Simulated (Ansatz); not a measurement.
This script for Ansatz's Python interface starts 3 runs on CuI, space group P-3m1. What input does the engine get in each?

`run_xc.py`:
```python
import warnings

import ansatz as az


def main() -> None:
    warnings.simplefilter("ignore", az.DeckWarning)

    lattice = az.Lattice.of(
        [4.12862, 0.0, 0.0],
        [-2.06431, 3.57549, 0.0],
        [0.0, 0.0, 7.47811],
    )
    sites = [
        ("Cu", [2 / 3, 1 / 3, 0.58995]),
        ("Cu", [1 / 3, 2 / 3, 0.41005]),
        ("I", [1 / 3, 2 / 3, 0.75475]),
        ("I", [2 / 3, 1 / 3, 0.24525]),
    ]
    system = az.Crystal(lattice=lattice)
    for symbol, position in sites:
        system = system.atom(symbol, position)

    model = system.calculation().occupations("fixed").kpoints(mesh=(6, 6, 4)).basis(470).stress().band_table()

    rows = []
    for value in ["blyp", "lda", "pbesol"]:
        summary = model.functional(value).run(threads=1, backend="cpu").report
        rows.append((value, summary["free_energy_ev"] / len(summary["lattice"]["sites"]), summary["n_iterations"], sum(summary["stress_gpa"][i][i] for i in range(3)) / 3, summary["gap_by_band_count_ev"], summary["n_kpoints"]))

    print("  functional   F/atom (eV)    iterations       P (GPa)  gap by band count (eV)      k-points")
    for row in rows:
        print(f"{str(row[0]):>12s}  {row[1]:12.5f}  {row[2]:12d}  {row[3]:12.3f}  {row[4]:22.3f}  {row[5]:12d}")


if __name__ == "__main__":
    main()
```

Run 1:
```yaml
crystal:
  lattice:
    - [4.12862, 0.0, 0.0]
    - [-2.06431, 3.57549, 0.0]
    - [0.0, 0.0, 7.47811]
  atoms:
    - { symbol: Cu, position: [0.6666666666666666, 0.3333333333333333, 0.58995] }
    - { symbol: Cu, position: [0.3333333333333333, 0.6666666666666666, 0.41005] }
    - { symbol: I, position: [0.3333333333333333, 0.6666666666666666, 0.75475] }
    - { symbol: I, position: [0.6666666666666666, 0.3333333333333333, 0.24525] }
basis:
  ecutwfc: 470.0
kpoints:
  mp_grid:
    grid: [6, 6, 4]
hamiltonian:
  xc: blyp
scf:
  occupations:
    method: fixed
output:
  stress: true
  eigenvalues: true
```

Run 2, against run 1:
```diff
-  xc: blyp
+  xc: lda
```

Run 3, against run 1:
```diff
-  xc: blyp
+  xc: pbesol
```

`python run_xc.py` gives:
```text
  functional   F/atom (eV)    iterations       P (GPa)  gap by band count (eV)      k-points
        blyp   -7082.58990             8         4.701                   1.713            24
         lda   -6955.87588             8        -3.610                   1.471            24
      pbesol   -7010.65385             8        -1.712                   1.562            24
```

From lowest to highest: LDA (-3.6 GPa), PBEsol (-1.7 GPa) and BLYP (4.7 GPa). At a fixed cell a lower pressure usually means a smaller equilibrium volume, so LDA prefers the smallest cell and BLYP the largest. Gaps by band count in the reports: BLYP 1.71 eV, LDA 1.47 eV and PBEsol 1.56 eV (Kohn-Sham values on this mesh, as a rule under measured gaps).

Notes:
- Semilocal gaps usually lie well under measured ones.
- Pressure is positive in compression.
- Without a Hubbard U or exact exchange, semilocal functionals often make such 3d compounds metallic or too weakly gapped.
- This cell is a computed structure, which may not be the phase found in nature.
- Levels are Kohn-Sham eigenvalues on this mesh, without spin-orbit coupling.
- Total energies of different functionals can't be compared; pressures, moments and gaps at this one structure can.
- Finished in 22 s on 1 thread of Intel(R) Xeon(R) Processor @ 2.30GHz (shared host), peak memory 0.6 GiB.
